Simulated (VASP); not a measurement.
# CdGeAs2 (I-42d) in VASP: further runs

Runs on CdGeAs2. Level: PBE. Tasks: relaxation of cell and atoms.

All numbers are computed with VASP 6.6.1; they aren't measurements. Logs are shortened: lines on timing, memory, paths and dates and some standing lists are left out, and cuts for length are marked.

## 1. Starting point

It takes space group I-42d (No. 122, tetragonal). Conventional cell: a = 5.978 Å, b = 5.978 Å, c = 11.329 Å, α = 90.00°, β = 90.00°, γ = 90.00°. Cd (site symmetry -4) is surrounded by 4 As at 2.65 Å. Ge (site symmetry -4) has 4 As at 2.45 Å as nearest neighbours. As (site symmetry 2) is surrounded by 2 Ge at 2.45 Å and 2 Cd at 2.65 Å.

The cell is a database's computed one.

## 2. Relaxation of cell and atoms, PBE

The input, INCAR:

```
ALGO     = Normal         # electronic algorithm
EDIFF    = 1E-6           # SCF threshold, eV
EDIFFG   = -0.01          # ionic threshold
ENCUT    = 600            # plane-wave cutoff, eV
GGA      = PE             # functional
IBRION   = 2              # ionic algorithm
ISIF     = 3              # what is computed and relaxed
ISMEAR   = 0              # smearing method
KPAR     = 2            
LASPH    = True           # aspherical terms in the spheres
LCHARG   = False          # write CHGCAR
LREAL    = False          # projectors in reciprocal space
LWAVE    = False          # write WAVECAR
NELM     = 80             # most SCF steps
NSW      = 90             # ionic steps
PREC     = Accurate       # precision mode
SIGMA    = 0.03           # smearing width, eV
```

The input, KPOINTS:

```
k-points
0
Gamma
  8 8 8
```

The input, POSCAR:

```
CdGeAs2
1.0
   -2.9888745600      2.9888745600      5.6642966800
    2.9888745600     -2.9888745600      5.6642966800
    2.9888745600      2.9888745600     -5.6642966800
Cd Ge As
2 2 4
Direct
    0.2500000000      0.7500000000      0.5000000000
    0.5000000000      0.5000000000      0.0000000000
    0.0000000000      0.0000000000      0.0000000000
    0.7500000000      0.2500000000      0.5000000000
    0.8750000000      0.3462175700      0.9712175700
    0.6537824300      0.6250000000      0.5287824300
    0.3750000000      0.9037824300      0.0287824300
    0.0962175700      0.1250000000      0.4712175700
```

Potentials or basis: VASP PAW PBE potentials, release 64 (Cd, Ge_d, As).

Command:

```console
$ cat potpaw_PBE.64/Cd/POTCAR potpaw_PBE.64/Ge_d/POTCAR potpaw_PBE.64/As/POTCAR > POTCAR
$ mpirun -np 2 vasp_std > vasp.out
```

OUTCAR:

```text
EDIFF = 1E-6
   EDIFFG = -0.01
   ENCUT = 600
   GGA = PE
   IBRION = 2
   ISIF = 3
   ISMEAR = 0
   LASPH = True
   LREAL = False
   NELM = 80
   NSW = 90
   PREC = Accurate

 ion  position               nearest neighbor table
   1  0.250  0.750  0.500-   7 2.65   6 2.65   8 2.65   5 2.65
   2  0.500  0.500  0.000-   6 2.65   5 2.65   7 2.65   8 2.65
   3  0.000  0.000  0.000-   5 2.45   6 2.45   7 2.45   8 2.45
   4  0.750  0.250  0.500-   5 2.45   6 2.45   7 2.45   8 2.45
   5  0.875  0.346  0.971-   3 2.45   4 2.45   1 2.65   2 2.65
   6  0.654  0.625  0.529-   3 2.45   4 2.45   1 2.65   2 2.65
   7  0.375  0.904  0.029-   3 2.45   4 2.45   2 2.65   1 2.65
   8  0.096  0.125  0.471-   3 2.45   4 2.45   2 2.65   1 2.65

  LATTYP: Found a body centered tetragonal cell.
 ALAT       =     5.9777491200
 C/A-ratio  =     1.8951269337

  Lattice vectors:

 A1 = (  -2.9888745600,   2.9888745600,   5.6642966800)
 A2 = (   2.9888745600,  -2.9888745600,   5.6642966800)
 A3 = (   2.9888745600,   2.9888745600,  -5.6642966800)

Analysis of symmetry for initial positions (statically):
=====================================================================
 Subroutine PRICEL returns:
 Original cell was already a primitive cell.

 Routine SETGRP: Setting up the symmetry group for a
 body centered tetragonal supercell.

 Subroutine GETGRP returns: Found  8 space group operations
 (whereof  4 operations were pure point group operations)
 out of a pool of 16 trial point group operations.

The static configuration has the point symmetry S_4 .
 The point group associated with its full space group is D_2d.

Analysis of symmetry for dynamics (positions and initial velocities):
=====================================================================
 Subroutine PRICEL returns:
 Original cell was already a primitive cell.

 Routine SETGRP: Setting up the symmetry group for a
 body centered tetragonal supercell.

 Subroutine GETGRP returns: Found  8 space group operations
 (whereof  4 operations were pure point group operations)
 out of a pool of 16 trial point group operations.

The dynamic configuration has the point symmetry S_4 .
 The point group associated with its full space group is D_2d.

 Subroutine INISYM returns: Found  8 space group operations
 (whereof  4 operations are pure point group operations),
 and found     1 'primitive' translations

----------------------------------------------------------------------------------------

                                     Primitive cell

  volume of cell :     202.4051

  direct lattice vectors                    reciprocal lattice vectors
    -2.988874560  2.988874560  5.664296680     0.000000000  0.167287047  0.088272212
     2.988874560 -2.988874560  5.664296680     0.167287047  0.000000000  0.088272212
     2.988874560  2.988874560 -5.664296680     0.167287047  0.167287047  0.000000000

  length of vectors
     7.067602079  7.067602079  7.067602079     0.189147931  0.189147931  0.236579611

  position of ions in fractional coordinates (direct lattice)
     0.250000000  0.750000000  0.500000000
     0.500000000  0.500000000  0.000000000
     0.000000000  0.000000000  0.000000000
     0.750000000  0.250000000  0.500000000
     0.875000000  0.346217570  0.971217570
     0.653782430  0.625000000  0.528782430
     0.375000000  0.903782430  0.028782430
     0.096217570  0.125000000  0.471217570

  ion indices of the primitive-cell ions
   primitive index   ion index
                 1           1
                 2           2
                 3           3
                 4           4
                 5           5
                 6           6
                 7           7
                 8           8

----------------------------------------------------------------------------------------

 KPOINTS: k-points

Automatic generation of k-mesh.
 Grid dimensions read from file:
 generate k-points for:    8    8    8

 Generating k-lattice:

  Cartesian coordinates                     Fractional coordinates (reciprocal lattice)
     0.000000000  0.020910881  0.011034027     0.125000000  0.000000000 -0.000000000
     0.020910881  0.000000000  0.011034027     0.000000000  0.125000000 -0.000000000
     0.020910881  0.020910881  0.000000000     0.000000000  0.000000000  0.125000000

  Length of vectors
     0.023643491  0.023643491  0.029572451

  Shift w.r.t. Gamma in fractional coordinates (k-lattice)
     0.000000000  0.000000000  0.000000000

 Subroutine IBZKPT returns following result:
 ===========================================

 Found     59 irreducible k-points:

 Following reciprocal coordinates:
            Coordinates               Weight
  0.000000  0.000000  0.000000      1.000000
  0.125000  0.000000  0.000000      8.000000
  0.250000  0.000000  0.000000      8.000000
  0.375000  0.000000 -0.000000      8.000000
  0.500000  0.000000  0.000000      4.000000
  0.125000  0.125000  0.000000      8.000000
[... 16 lines left out ...]
  0.250000  0.125000  0.125000     16.000000
  0.375000  0.125000  0.125000      8.000000
 [... further k-points ...]
   k-points           NKPTS =     59   k-points in BZ     NKDIM =     59   number of bands    NBANDS=     43
   number of dos      NEDOS =    301   number of ions     NIONS =      8
   total plane-waves  NPLWV = 175616
   dimension x,y,z NGX =    56 NGY =   56 NGZ =   56
   dimension x,y,z NGXF=   112 NGYF=  112 NGZF=  112
   ions per type =               2   2   4
   NGX,Y,Z   is equivalent  to a cutoff of  13.17, 13.17, 13.17 a.u.
   NGXF,Y,Z  is equivalent  to a cutoff of  26.34, 26.34, 26.34 a.u.
 SYSTEM =  unknown system
   PREC   = accura    normal or accurate (medium, high low for compatibility)
   ISTART =      0    job   : 0-new  1-cont  2-samecut
   ICHARG =      2    charge: 1-file 2-atom 10-const
   ISPIN  =      1    spin polarized calculation?
   LNONCOLLINEAR =      F non collinear calculations
   LSORBIT =      F    spin-orbit coupling
   LASPH  =      T    aspherical Exc in radial PAW
   ENCUT  =  600.0 eV  44.10 Ry    6.64 a.u.  14.12 14.12 14.12*2*pi/ulx,y,z
   NELM   =     80;   NELMIN=  2; NELMDL= -5     # of ELM steps
   EDIFF  = 0.1E-05   stopping-criterion for ELM
   LREAL  =      F    real-space projection
   EDIFFG = -.1E-01   stopping-criterion for IOM
   NSW    =     90    number of steps for IOM
   IBRION =      2    ionic relax: 0-MD 1-quasi-New 2-CG
   NFREE  =      1    steps in history (QN), initial steepest desc. (CG)
   ISIF   =      3    stress and relaxation
   ISYM   =      2    0-nonsym 1-usesym 2-fastsym
   POTIM  = 0.5000    time-step for ionic-motion
   TEBEG  =    0.0;   TEEND  =   0.0 temperature during run
   PSTRESS=    0.0 pullay stress
   NELECT =      72.0000    total number of electrons
   NUPDOWN=      -1.0000    fix difference up-down
   EMIN   =  10.00;   EMAX   =-10.00  energy-range for DOS
   EFERMI =   0.00;   METHOD = LEGACY
   ISMEAR =     0;   SIGMA  =   0.03  broadening in eV -4-tet -1-fermi 0-gaus
   EFERMI_NEDOS =   21; number of points for ismear=-14 and -15
   IALGO  =     38    algorithm
   IMIX   =      4    mixing-type and parameters
     AMIX     =   0.40;   BMIX     =  1.00
     AMIX_MAG =   1.60;   BMIX_MAG =  1.00
  volume/ion in A,a.u.               =      25.30       170.74
  Fermi-wavevector in a.u.,A,eV,Ry     =   1.159966  2.192018 18.306922  1.345521
  Thomas-Fermi vector in A             =   2.296553
   LORBIT       =      0    0 simple, 1 ext, 2 COOP (PROOUT), +10 PAW based schemes
   GGA     = PE    functional components
   LHFCALC =     F    Hartree Fock is set to
   AEXX    =    0.0000 exact exchange contribution
   IVDW    =     0    specifies the selected vdW correction
   LEPSILON=     F    determine dielectric tensor
   LRPA    =     F    only Hartree local field effects (RPA)
 conjugate gradient relaxation of ions
 non-spin polarized calculation
 Gauss-broadening in eV      SIGMA  =   0.03
  energy-cutoff  :      600.00
  volume of cell :      202.41
 maximum number of plane-waves:      6784
   NGX = 29   NGY = 29   NGZ = 29

--------------------------------------- Ionic step        1  -------------------------------------------

 number of electron      71.9999996 magnetization

 Free energy of the ion-electron system (eV)
  ---------------------------------------------------
  ext. energy  EPLUGINS =         0.00000000
  ---------------------------------------------------
  free energy    TOTEN  =       -29.90253659 eV

  energy without entropy =      -29.90253459  energy(sigma->0) =      -29.90253559

------------------------ aborting loop because EDIFF is reached ----------------------------------------

  FORCE on cell =-STRESS in cart. coord.  units (eV):
  Direction    XX          YY          ZZ          XY          YZ          ZX
  --------------------------------------------------------------------------------------
  -------------------------------------------------------------------------------------
  Total        3.0368878      3.0368878      2.8956767      0.0000000      0.0000000      0.0000000
  in kB       24.0390870     24.0390870     22.9213026      0.0000000      0.0000000      0.0000000
  external PRESSURE =      23.6664922 kB  Pullay stress =       0.0000000 kB
[... 153 lines left out ...]
  energy  without entropy=      -29.9640989231  energy(sigma->0) =      -29.96410043

--------------------------------------- Ionic step        5  -------------------------------------------

 number of electron      71.9999996 magnetization

 Free energy of the ion-electron system (eV)
  ---------------------------------------------------
  ext. energy  EPLUGINS =         0.00000000
  ---------------------------------------------------
  free energy    TOTEN  =       -29.96436593 eV

  energy without entropy =      -29.96436299  energy(sigma->0) =      -29.96436446

 E-fermi :   2.6625     XC(G=0):  -9.1337

 val. band max:        2.5947640481   @ k =   0.1250   0.0000   0.0000
 cond. band min:       2.7163294453   @ k =   0.0000   0.0000   0.0000
 fundamental gap:      0.1215653972
 Fermi energy:         2.6625289918

 k-point     1 :       0.0000    0.0000    0.0000
  band No.  band energies     occupation
      1     -22.1964      2.00000
      2     -22.1963      2.00000
      3     -22.1963      2.00000
      4     -22.1932      2.00000
      5     -22.1907      2.00000
      6     -22.1907      2.00000
[... 1093 lines left out ...]
     42       6.4852      0.00000
     43       6.4923      0.00000

 [... further k-points ...]

------------------------ aborting loop because EDIFF is reached ----------------------------------------

  FORCE on cell =-STRESS in cart. coord.  units (eV):
  Direction    XX          YY          ZZ          XY          YZ          ZX
  --------------------------------------------------------------------------------------
  -------------------------------------------------------------------------------------
  Total       -0.0233070     -0.0233070      0.0510803      0.0000000     -0.0000000      0.0000000
  in kB       -0.1772290     -0.1772290      0.3884199      0.0000000     -0.0000000      0.0000000
  external PRESSURE =       0.0113206 kB  Pullay stress =       0.0000000 kB
[... 23 lines left out ...]
  FREE ENERGIE OF THE ION-ELECTRON SYSTEM (eV)
  ---------------------------------------------------
  free  energy   TOTEN  =       -29.9643659281 eV

  energy  without entropy=      -29.9643629935  energy(sigma->0) =      -29.96436446

 reached required accuracy - stopping structural energy minimisation
```

Run time: 15 min. Hardware: 2 MPI ranks of AMD EPYC 9R45 (Zen 5), shared host; peak memory 0.84 GiB.

What came out:

```yaml
Free_energy: -29.9644 eV
Relaxed_volume: 26.34 Å³/atom
Relaxed_cell: a = 7.164 Å, b = 7.164 Å, c = 7.164 Å, α = 129.99°, β = 129.99°, γ = 73.43°
Space_group_after_relaxing_to_0.05_Å: I-42d (No. 122)
Energy_gained_by_relaxing: 7.7 meV/atom
Ionic_steps: 5
Pressure_after_relaxing: 0.0 GPa
Band_gap_on_the_k_mesh: 0.12 eV, indirect (least direct gap 0.21 eV)
```

The path:
| step | energy change (eV) | largest force (eV/Å) | pressure (GPa) | volume (Å³) |
| --- | --- | --- | --- | --- |
| 1 | 0.0000 | 0.1334 | 2.37 | 202.41 |
| 2 | -0.0555 | 0.0253 | -0.67 | 213.55 |
| 3 | -0.0612 | 0.0494 | -0.02 | 210.83 |
| 4 | -0.0616 | 0.0302 | -0.01 | 210.78 |
| 5 | -0.0618 | 0.0017 | 0.00 | 210.70 |

Final structure:
```
Cd Ge As
1.0
    -3.02855    3.02855    5.74292
     3.02855   -3.02855    5.74292
     3.02855    3.02855   -5.74292
Cd Ge As
2 2 4
Direct
  0.25000 0.75000 0.50000
  0.50000 0.50000 0.00000
  0.00000 0.00000 0.00000
  0.75000 0.25000 0.50000
  0.87500 0.34806 0.97306
  0.65194 0.62500 0.52694
  0.37500 0.90194 0.02694
  0.09806 0.12500 0.47306
```

## 3. Relaxation of cell and atoms, PBE

This run uses another cell than the first one, of 26.34 Å³/atom, 1.041 times its volume.

INCAR: that of step 2 with these lines changed.

```diff
@@ -1,4 +1,4 @@
 ALGO     = Normal         # electronic algorithm
-EDIFF    = 1E-6           # SCF threshold, eV
-EDIFFG   = -0.01          # ionic threshold
+EDIFF    = 1E-7           # SCF threshold, eV
+EDIFFG   = -0.005         # ionic threshold
 ENCUT    = 600            # plane-wave cutoff, eV
```

KPOINTS is that of step 2.

The input, POSCAR:

```
CdGeAs2                                 
1.0
   -3.0285493956      3.0285493956      5.7429220908
    3.0285493956     -3.0285493956      5.7429220908
    3.0285493956      3.0285493956     -5.7429220908
  Cd              Ge              As            
     2     2     4
Direct
     0.2500000000000000    0.7500000000000000    0.5000000000000000
     0.5000000000000000    0.5000000000000000    0.0000000000000000
     0.0000000000000000    0.0000000000000000    0.0000000000000000
     0.7500000000000000    0.2500000000000000    0.5000000000000000
     0.8750000000000000    0.3480577074860632    0.9730577074860632
     0.6519422925139368    0.6250000000000000    0.5269422925139368
     0.3750000000000000    0.9019422925139368    0.0269422925139368
     0.0980577074860632    0.1250000000000000    0.4730577074860632
```

Potentials or basis: VASP PAW PBE potentials, release 64 (Cd, Ge_d, As).

Command:

```console
$ cat potpaw_PBE.64/Cd/POTCAR potpaw_PBE.64/Ge_d/POTCAR potpaw_PBE.64/As/POTCAR > POTCAR
$ mpirun -np 2 vasp_std > vasp.out
```

It took 9.7 min on 2 MPI ranks of AMD EPYC 9R45 (Zen 5), shared host; peak memory 0.89 GiB.

Results (log left out):

```
Free energy                            : -29.9658 eV
Relaxed volume                         : 26.34 Å³/atom
Relaxed cell                           : a = 7.166 Å, b = 7.166 Å, c = 7.166 Å, α = 130.00°, β = 130.00°, γ = 73.41°
Space group after relaxing (to 0.05 Å) : I-42d (No. 122)
Energy gained by relaxing              : 0.0 meV/atom
Ionic steps                            : 2
Pressure after relaxing                : 0.0 GPa
Band gap on the k mesh                 : 0.12 eV, indirect (least direct gap 0.21 eV)
```

Final structure:
```xyz
8
Lattice="-3.0283 3.0283 5.7451 3.0283 -3.0283 5.7451 3.0283 3.0283 -5.7451" Properties=species:S:1:pos:R:3 pbc="T T T"
Cd    3.0283    0.0000    2.8725
Cd    3.0283    3.0283    0.0000
Ge    3.0283    3.0283    5.7451
Ge    0.0000    3.0283    2.8725
As    1.3509    4.5425    1.4363
As    1.5142    1.6774    4.3088
As    1.6774   -1.5142    7.1814
As    1.5142    1.3509   -1.4363
```

Levels at points of the mesh, in eV from the valence-band top:
| k point | band 32 | band 33 | band 34 | band 35 | band 36 | band 37 | band 38 | band 39 | band 40 | band 41 |
| --- | --- | --- | --- | --- | --- | --- | --- | --- | --- | --- |
| (0.00, 0.00, 0.00) | -1.98 | -1.98 | -0.39 | -0.09 | -0.09 | 0.12 | 1.44 | 1.75 | 2.89 | 2.89 |
| (0.50, 0.00, 0.00) | -2.45 | -1.99 | -1.40 | -1.15 | -0.58 | 1.69 | 1.99 | 2.64 | 3.40 | 3.70 |
| (0.50, 0.50, 0.00) | -1.67 | -0.99 | -0.99 | -0.51 | -0.51 | 0.62 | 0.62 | 2.40 | 2.40 | 3.82 |
| (0.50, 0.50, 0.50) | -2.17 | -1.71 | -1.71 | -0.89 | -0.89 | 1.41 | 1.41 | 1.71 | 1.71 | 2.69 |

A k mesh can miss the band edges. A hybrid or GW would open this gap; PBE tends to underestimate it.
